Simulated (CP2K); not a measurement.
Crystal: TiSi2.

```xyz
6
Lattice="5.9267 0.0000 0.0000 3.0662 3.8054 0.0000 2.8606 -0.8045 3.7194" Properties=species:S:1:pos:R:3 pbc="T T T"
Ti    8.8901    2.2507    2.7895
Ti    5.9267    1.5005    1.8597
Si    3.8934    0.0008    1.5345
Si    2.0333    1.4996    0.3252
Si    3.9962    3.0560    0.6046
Si    7.8573   -0.0551    3.1147
```

The cell is a database's computed one.

Program: CP2K 2026.2. Alike in all runs: task single point; level PBE; no spin polarisation; cell as given; k mesh 7 × 7 × 7; smearing fermi-dirac 0.05 eV.

Problem. Order these runs on this cell by their pressure, lowest first.
A. potentials or basis POTENTIAL_UZH Ti GTH-PBE-q12, Si GTH-PBE-q4; TZVP-MOLOPT-PBE-GTH basis; ADDED_MOS [24]
B. potentials or basis POTENTIAL_UZH Ti GTH-PBE-q12, Si GTH-PBE-q4; ccGRB-D basis; ADDED_MOS [24]
C. potentials or basis GTH_POTENTIALS Ti GTH-PBE-q12, Si GTH-PBE-q4; SZV-MOLOPT-SR-GTH basis; ADDED_MOS [16]

Solution. A (1.9 GPa), B (5.2 GPa), C (16.5 GPa).

Caveats: the basis of atomic orbitals isn't converged, which shifts pressures, moduli and gaps; a minimal basis gives rough bond lengths, pressures and levels (some runs).
